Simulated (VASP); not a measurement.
A run of VASP 6.6.1:

INCAR

```
PREC = Accurate
ENCUT = 520
EDIFF = 1E-6
ISMEAR = 1
SIGMA = 0.1
LREAL = False
LASPH = True
NELM = 80
ALGO = Normal
ISIF = 2
LWAVE = False
LCHARG = False
LDIPOL = True
IDIPOL = 3
DIPOL = 0.5 0.5 0.500
GGA = PE
LVHAR = True
LVACPOTAV = True
ICORELEVEL = 1
KPAR = 4
```

File KPOINTS:

```
Automatic mesh
0
Gamma
  13 13 1
```

POSCAR

```
Al
1.0
    2.8562036900      0.0000000000      0.0000000000
    0.0000000000      2.8562036900      0.0000000000
    0.0000000000      0.0000000000     27.1178460000
Al
7
Direct
    0.5000000000      0.5000000000      0.2765706400
    0.0000000000      0.0000000000      0.3510470900
    0.5000000000      0.5000000000      0.4255235500
    0.0000000000      0.0000000000      0.5000000000
    0.5000000000      0.5000000000      0.5744764500
    0.0000000000      0.0000000000      0.6489529100
    0.5000000000      0.5000000000      0.7234293600
```

Potentials or basis: VASP PAW PBE potentials, release 64 (Al).

The run is started by

```console
$ cat potpaw_PBE.64/Al/POTCAR > POTCAR
$ mpirun -np 4 vasp_std > vasp.out
```

Hardware: 4 MPI ranks on Intel(R) Xeon(R) Platinum 8488C (Sapphire Rapids), with other jobs on the host.

Q: Estimate the wall time of this run.

A: Run time: 49 s on 4 MPI ranks on Intel(R) Xeon(R) Platinum 8488C (Sapphire Rapids), on a shared host, peak memory 0.35 GiB a rank. Counts: scf iterations 22, k points 28.
